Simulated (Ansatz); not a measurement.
# Au (Im-3m) in Ansatz: further runs

The runs below take Au through single point, equation of state, with PBEsol.

Program: Ansatz 0.2.0. These are calculated values, not measurements. Logs are shortened: lines on timing, memory, paths and dates and some standing lists are left out, and cuts for length are marked.

## (1) Starting point

It takes space group Im-3m (No. 229, cubic). Conventional cell: a = 3.315 Å, b = 3.315 Å, c = 3.315 Å, α = 90.00°, β = 90.00°, γ = 90.00°. Au (site symmetry m-3m) is surrounded by 8 Au at 2.87 Å.

This isn't the form of Au at room conditions, which is fcc.

## (2) Single point, PBEsol, 17.11 Å³/atom (volume scaled by 0.94)

File input.yaml:

```yaml
crystal:
  lattice:
    - [-1.6234376908, 1.6234376908, 1.6234376908]
    - [1.6234376908, -1.6234376908, 1.6234376908]
    - [1.6234376908, 1.6234376908, -1.6234376908]
  atoms:
    - { symbol: Au, position: [0.0, 0.0, 0.0] }
kpoints:
  mp_grid: { grid: [11, 11, 11] }
scf:
  occupations: { method: fermi_dirac, width: 0.05 }
hamiltonian:
  xc: pbesol
  pseudopotentials: { kind: all_electron, lapw: { basis_error: 0.001 } }
output:
  forces: true
  stress: true
  eigenvalues: true
```

Potentials or basis: all-electron LAPW, scalar-relativistic.

On the command line:

```
ansatz run input.yaml --threads 1 --pin off --max-ram 3072MiB --backend cpu --events-out ev --progress --plain --runs-dir out
```

The log of the run:

```text
Warning: RAYON_NUM_THREADS=1 ignored (pool sized by the plan → 1); use --threads N
LAPW: plane waves up to 8.309 Å⁻¹, error target 1.0e-3 eV per atom; small_component_spin mean_spin; Au in spheres of 1.406 Å, 43 of its electrons in bands, Dirac shells [] (how accurate: hamiltonian.pseudopotentials.lapw.basis_error, Limitations)
Engine: ansatz 0.2.0, aarch64-unknown-linux-gnu
Pseudopotentials: kind: all_electron
Pseudopotential: Au, LAPW, valence charge 43, lapw/all_electron/scalar/gaussian/Au, Koelling and Harmon's equation, gaussian nucleus
Functional definition: PBEsol
  exchange = pbesol_x
  correlation = pbesol_c
Crystal: 1 atoms, lattice volume = 17.115 Å³
Basis set: ecut = 263.0692086114498 eV, 177 PW (Γ), exchange–correlation at level 2
Bands: 26, of which v1, the nominal top of the filled ones, is band 22 counted from 1 (21 counted from 0)
Symmetry: 48 space group operations
Space group: Im-3m (ITA 229), of the structure as read, at distance tolerance 2.6e-5 Å
k-points: 56 of 1331
Non-local potential: Au, projectors of the file, none
Initial density: superposition of atomic densities (chi_scale 0.1, normalization cell)
Initial wavefunctions: plane waves of lowest kinetic energy (no species holds an atomic orbital)
Functional: x = pbesol(κ = 0.804, μ = 0.12345679012345678), c = pbesol(β = 0.046)
iter 1 solved again at ethr=2.16e-4 eV; its pass at ethr=1.00e-1 eV (dr2=9.30e-2 eV) is discarded
SCF iter   1: F=—  HF=-517082.960789 eV  |F-HF|=—  |Δ(HF+E_count)|=         —  Δρ=2.90e-2  dr2=9.32e-2  ethr=2.16e-4  ⟨swp⟩=2.9  Hψ=9167  notcnv=0
preconditioner: auto → none  [insulator: Δε(μ)=0.197 eV  Ē_g=15.682 eV  σ=0.050 eV  W_gap=0.73  n_scr=12 (ndim 8)  ℏωp=29.8 eV  f_vac=0.001  D(μ)=0.43/eV (n_scr^D=0)  ε∞_Penn≈4.6]
iter 2 solved again at ethr=3.90e-7 eV; its pass at ethr=2.16e-4 eV (dr2=1.68e-4 eV) is discarded
SCF iter   2: F=—  HF=-517082.687285 eV  |F-HF|=—  |Δ(HF+E_count)|=   2.74e-1  Δρ=1.63e-3  dr2=1.68e-4  ethr=3.90e-7  ⟨swp⟩=2.7  Hψ=7623  notcnv=0
SCF iter   3: F=—  HF=-517082.652694 eV  |F-HF|=—  |Δ(HF+E_count)|=   3.46e-2  Δρ=3.91e-3  dr2=1.53e-3  ethr=3.90e-7  ⟨swp⟩=3.0  Hψ=4545  notcnv=0
SCF iter   4: F=—  HF=-517082.651222 eV  |F-HF|=—  |Δ(HF+E_count)|=   1.47e-3  Δρ=1.15e-3  dr2=1.24e-4  ethr=3.90e-7  ⟨swp⟩=2.6  Hψ=4285  notcnv=0
SCF iter   5: F=—  HF=-517082.651146 eV  |F-HF|=—  |Δ(HF+E_count)|=   7.53e-5  Δρ=1.38e-4  dr2=1.40e-6  ethr=2.88e-7  ⟨swp⟩=2.0  Hψ=4231  notcnv=0
SCF iter   6: F=-517082.651148 eV  HF=-517082.651148 eV  |F-HF|=6.34e-9  |Δ(HF+E_count)|=   1.61e-6  Δρ=7.68e-6  dr2=4.07e-9  ethr=3.26e-9  ⟨swp⟩=2.0  Hψ=4231  notcnv=0
SCF 1 converged in 6 iterations: F = -517082.651148 eV  dr2 = 4.07e-9
SCF converged after 6 iterations
Free energy (F): -517082.651148 eV
Harris-Foulkes:  -517082.651148 eV  (|F-HF|=6.34e-9)
Internal energy: -517082.645743 eV  (E = F + TS)
E sigma→0 (E₀):  -517082.648446 eV
Entropy (-TS):   -0.005405 eV (-5.405 meV/atom)
Fermi energy:    24.710099 eV
--- Per-component energies (eV) ---
  E_band       = -3854.601715
  E_kinetic    = 589301.726264
  E_xc         = -9771.460201
  E_electrostatic = -1096612.911806  (all electrons and nuclei)
  E_smearing   = -0.005405  (= −TS)
  E_closure    = -0.000000  (closes the sum)
  E_atoms      = -517078.755165  (free atoms, spherical and without spin; not in F)
  Σ components = -517082.651148   (vs F -517082.651148, Δ=0.00e0)
  Basis errors (estimates in eV, not in F): energy 2.8e-4 per atom: plane waves 2.4e-4 (1.2e-4 summed), levels above the bands 5.5e-143, relativity 5.9e-9, radial functions 4.2e-5, core shells 3.2e-8; eigenvalues (radial functions only) 7.5e-6; not estimated: angular momenta, meshes, grids; target (lapw.basis_error) 1.0e-3; muffin-tin radii Au 1.406 Å
--- Forces (eV/Å), atoms counted from 1 ---
  atom   1  Au    -0.00000000     0.00000000    -0.00000000
  max |Σ_I F_I| component: 1.07e-31 eV/Å
--- Stress (GPa, compression-positive) ---
       -0.287898      -0.000000       0.000000
       -0.000000      -0.287898       0.000000
        0.000000       0.000000      -0.287898
  P = ⅓ Tr σ = -0.2879 GPa (-2.879 kbar)
--- Band table (eV; the first three rows and the last of 56) ---
  k-point 0: bands = ["-297.7070", "-297.7070", "-297.7070", "-297.6850", "-297.6850", "-80.6304", "-53.6790", "-53.6650", "-53.6650", "-53.6650", "-53.6518", "-53.6518", "-53.6518", "-31.9198", "-31.9198", "-31.9198", "14.9863", "20.0321", "20.0321", "20.0321", "21.9753", "21.9753", "41.2607", "41.2607", "41.2607", "49.0830"]
  k-point 1: bands = ["-297.7070", "-297.7070", "-297.7070", "-297.6850", "-297.6850", "-80.6293", "-53.6791", "-53.6650", "-53.6649", "-53.6649", "-53.6519", "-53.6519", "-53.6518", "-31.9378", "-31.9263", "-31.9196", "15.2888", "19.9354", "20.0387", "20.2476", "21.8635", "21.9827", "41.1863", "41.3108", "41.6478", "46.5933"]
  k-point 2: bands = ["-297.7070", "-297.7070", "-297.7070", "-297.6850", "-297.6850", "-80.6265", "-53.6793", "-53.6649", "-53.6648", "-53.6648", "-53.6520", "-53.6519", "-53.6519", "-31.9858", "-31.9438", "-31.9190", "16.1227", "19.6852", "20.0527", "20.8626", "21.6820", "22.0096", "39.6006", "40.7942", "42.7239", "44.8132"]
  k-point 55: bands = ["-297.7070", "-297.7070", "-297.7070", "-297.6850", "-297.6850", "-80.6068", "-53.6812", "-53.6641", "-53.6641", "-53.6641", "-53.6524", "-53.6524", "-53.6524", "-32.0899", "-32.0876", "-32.0876", "18.1267", "18.1520", "22.9480", "22.9480", "23.0665", "29.9733", "31.4791", "31.4791", "35.4486", "40.7426"]
```

It took 6.6 s on 1 thread of Arm Neoverse V2, shared host; peak memory 0.26 GiB.

Results:

```
Free energy            : -517082.6511 eV
Pressure               : -0.3 GPa
Band gap on the k mesh : none (metal or under the smearing width)
```

## (3) Single point, PBEsol, 17.48 Å³/atom (volume scaled by 0.96)

input.yaml, as its differences from that of step 2:

```diff
@@ -2,5 +2,5 @@
   lattice:
-    - [-1.6234376908, 1.6234376908, 1.6234376908]
-    - [1.6234376908, -1.6234376908, 1.6234376908]
-    - [1.6234376908, 1.6234376908, -1.6234376908]
+    - [-1.6348707273, 1.6348707273, 1.6348707273]
+    - [1.6348707273, -1.6348707273, 1.6348707273]
+    - [1.6348707273, 1.6348707273, -1.6348707273]
   atoms:
```

Potentials or basis: all-electron LAPW, scalar-relativistic.

On the command line:

```
ansatz run input.yaml --threads 1 --pin off --max-ram 3072MiB --backend cpu --events-out ev --progress --plain --runs-dir out
```

Run time: 6.5 s. Hardware: 1 thread of Arm Neoverse V2, shared host; peak memory 0.26 GiB.

It converged, with:

```
Free energy            : -517082.6466 eV
Pressure               : -3.6 GPa
Band gap on the k mesh : none (metal or under the smearing width)
```

## (4) Single point, PBEsol, 17.84 Å³/atom (volume scaled by 0.98)

input.yaml, as its differences from that of step 3:

```diff
@@ -2,5 +2,5 @@
   lattice:
-    - [-1.6348707273, 1.6348707273, 1.6348707273]
-    - [1.6348707273, -1.6348707273, 1.6348707273]
-    - [1.6348707273, 1.6348707273, -1.6348707273]
+    - [-1.6461460541, 1.6461460541, 1.6461460541]
+    - [1.6461460541, -1.6461460541, 1.6461460541]
+    - [1.6461460541, 1.6461460541, -1.6461460541]
   atoms:
```

On the command line:

```
ansatz run input.yaml --threads 1 --pin off --max-ram 3072MiB --backend cpu --events-out ev --progress --plain --runs-dir out
```

It took 6.5 s on 1 thread of Arm Neoverse V2, shared host; peak memory 0.26 GiB.

It converged, with:

| Property | Result |
| --- | --- |
| Free energy | -517082.6352 eV |
| Pressure | -6.4 GPa |
| Band gap on the k mesh | none (metal or under the smearing width) |

## (5) Single point, PBEsol, 18.21 Å³/atom

input.yaml, as its differences from that of step 4:

```diff
@@ -2,5 +2,5 @@
   lattice:
-    - [-1.6461460541, 1.6461460541, 1.6461460541]
-    - [1.6461460541, -1.6461460541, 1.6461460541]
-    - [1.6461460541, 1.6461460541, -1.6461460541]
+    - [-1.657269, 1.657269, 1.657269]
+    - [1.657269, -1.657269, 1.657269]
+    - [1.657269, 1.657269, -1.657269]
   atoms:
```

On the command line:

```
ansatz run input.yaml --threads 1 --pin off --max-ram 3072MiB --backend cpu --events-out ev --progress --plain --runs-dir out
```

Wall time 6.5 s (1 thread of Arm Neoverse V2, shared host); peak memory 0.26 GiB.

Results (log left out):

| Property | Result |
| --- | --- |
| Free energy | -517082.6177 eV |
| Pressure | -8.9 GPa |
| Band gap on the k mesh | none (metal or under the smearing width) |

## (6) Single point, PBEsol, 18.57 Å³/atom (volume scaled by 1.02)

input.yaml, as its differences from that of step 5:

```diff
@@ -2,5 +2,5 @@
   lattice:
-    - [-1.657269, 1.657269, 1.657269]
-    - [1.657269, -1.657269, 1.657269]
-    - [1.657269, 1.657269, -1.657269]
+    - [-1.6682446112, 1.6682446112, 1.6682446112]
+    - [1.6682446112, -1.6682446112, 1.6682446112]
+    - [1.6682446112, 1.6682446112, -1.6682446112]
   atoms:
```

Potentials or basis: all-electron LAPW, scalar-relativistic.

On the command line:

```
ansatz run input.yaml --threads 1 --pin off --max-ram 3072MiB --backend cpu --events-out ev --progress --plain --runs-dir out
```

It took 6.5 s on 1 thread of Arm Neoverse V2, shared host; peak memory 0.27 GiB.

Results (log left out):

| Property | Result |
| --- | --- |
| Free energy | -517082.5950 eV |
| Pressure | -11.0 GPa |
| Band gap on the k mesh | none (metal or under the smearing width) |

## (7) Single point, PBEsol, 18.94 Å³/atom (volume scaled by 1.04)

input.yaml, as its differences from that of step 6:

```diff
@@ -2,5 +2,5 @@
   lattice:
-    - [-1.6682446112, 1.6682446112, 1.6682446112]
-    - [1.6682446112, -1.6682446112, 1.6682446112]
-    - [1.6682446112, 1.6682446112, -1.6682446112]
+    - [-1.679077672, 1.679077672, 1.679077672]
+    - [1.679077672, -1.679077672, 1.679077672]
+    - [1.679077672, 1.679077672, -1.679077672]
   atoms:
```

On the command line:

```
ansatz run input.yaml --threads 1 --pin off --max-ram 3072MiB --backend cpu --events-out ev --progress --plain --runs-dir out
```

Wall time 6.5 s (1 thread of Arm Neoverse V2, shared host); peak memory 0.26 GiB.

Results (log left out):

| Item | Value |
| --- | --- |
| Free energy | -517082.5678 eV |
| Pressure | -12.9 GPa |
| Band gap on the k mesh | none (metal or under the smearing width) |

## (8) Single point, PBEsol, 19.30 Å³/atom (volume scaled by 1.06)

input.yaml, as its differences from that of step 7:

```diff
@@ -2,5 +2,5 @@
   lattice:
-    - [-1.679077672, 1.679077672, 1.679077672]
-    - [1.679077672, -1.679077672, 1.679077672]
-    - [1.679077672, 1.679077672, -1.679077672]
+    - [-1.6897727226, 1.6897727226, 1.6897727226]
+    - [1.6897727226, -1.6897727226, 1.6897727226]
+    - [1.6897727226, 1.6897727226, -1.6897727226]
   atoms:
```

On the command line:

```
ansatz run input.yaml --threads 1 --pin off --max-ram 3072MiB --backend cpu --events-out ev --progress --plain --runs-dir out
```

It took 6.6 s on 1 thread of Arm Neoverse V2, shared host; peak memory 0.26 GiB.

It converged, with:

```yaml
Free_energy: -517082.5367 eV
Pressure: -14.4 GPa
Band_gap_on_the_k_mesh: none (metal or under the smearing width)
```

## (9) Equation of state, PBEsol

Potentials or basis: all-electron LAPW, scalar-relativistic.

This step only gathers the single runs of the series.

What came out:

```
Equilibrium volume : 17.08 Å³/atom (rough: see the caveat)
Bulk modulus       : 167 GPa (rough)
```

Energy against volume, from the lowest point:
```tsv
volume (Å³/atom)	energy (meV/atom)
17.115	0.00
17.479	4.51
17.843	16.00
18.207	33.49
18.571	56.19
18.935	83.38
19.299	114.44
```

Caveat: the minimum lies outside the volumes run.
